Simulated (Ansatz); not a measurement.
**Zn: a tetragonal deformation path and further scans**

An exercise on one series of results from a longer session: the logs are not shown, and one member is left open.

Program: Ansatz 0.2.0. Level of theory: DFT PBE, scalar-relativistic, plane waves, PAW. These are calculated values, not measurements.

**The system as given**

Symmetry: Fm-3m, No. 225, cubic system. Conventional cell: a = 3.930 Å, b = 3.930 Å, c = 3.930 Å, α = 90.00°, β = 90.00°, γ = 90.00°. Zn (site symmetry m-3m) is surrounded by 12 Zn at 2.78 Å.

Coordinates:

```cif
data_structure
_symmetry_space_group_name_H-M 'P 1'
_symmetry_Int_Tables_number 1
_cell_length_a 2.7786
_cell_length_b 2.7786
_cell_length_c 2.7786
_cell_angle_alpha 60.000
_cell_angle_beta 60.000
_cell_angle_gamma 60.000
_cell_volume 15.17
loop_
_atom_site_label
_atom_site_type_symbol
_atom_site_fract_x
_atom_site_fract_y
_atom_site_fract_z
_atom_site_occupancy
Zn1 Zn 0.00000 0.00000 0.00000 1
```

It goes back to an entry of the Materials Project, which need not be the stable form.

No relaxation comes first: the listed cell is the starting point.

The first run:

File input.yaml:

```yaml
crystal:
  lattice:
    - [0.0, 1.964776, 1.964776]
    - [1.964776, 0.0, 1.964776]
    - [1.964776, 1.964776, 0.0]
  atoms:
    - { symbol: Zn, position: [0.0, 0.0, 0.0] }
basis:
  ecutwfc: 420
kpoints:
  mp_grid: { grid: [22, 22, 22] }
hamiltonian:
  xc: pbe
scf:
  occupations: { method: gaussian, width: 0.15 }
output:
  forces: true
  stress: true
  eigenvalues: true
```

Steps of the session up to this table: Zero of the scan; Point ρ = 0.707; Point ρ = 1.414; Point ρ = 0.850; ρ = 1.200; At ρ = 0.780; ρ = 1.300.

One of the session's tables, all rows but one given; the rest of the session is left out.

```
    ρ  ΔE (meV/atom)  pressure (GPa)
0.707           60.8             1.0
0.780           47.2             0.7
0.850              ?               ?
1.000            0.0            -0.1
1.200           68.4             2.1
1.300          118.3             4.2
1.414          177.4             6.7
```

Q: Estimate the row for ρ = 0.850 from the others.

Worked estimate for «ΔE (meV/atom)». A straight line through the neighbours (0.780, 47.2) and (1.000, 0.0) gives 47.2 + (0.0 − 47.2) × (0.850 − 0.780) / (1.000 − 0.780) = 32.2; a parabola fitted to 4 rows on both sides gives 15.4.

**Answer.** ΔE (meV/atom): 24.9; pressure (GPa): 0.4. In «ΔE (meV/atom)» the line misses by +7.3 and the parabola by -9.5.
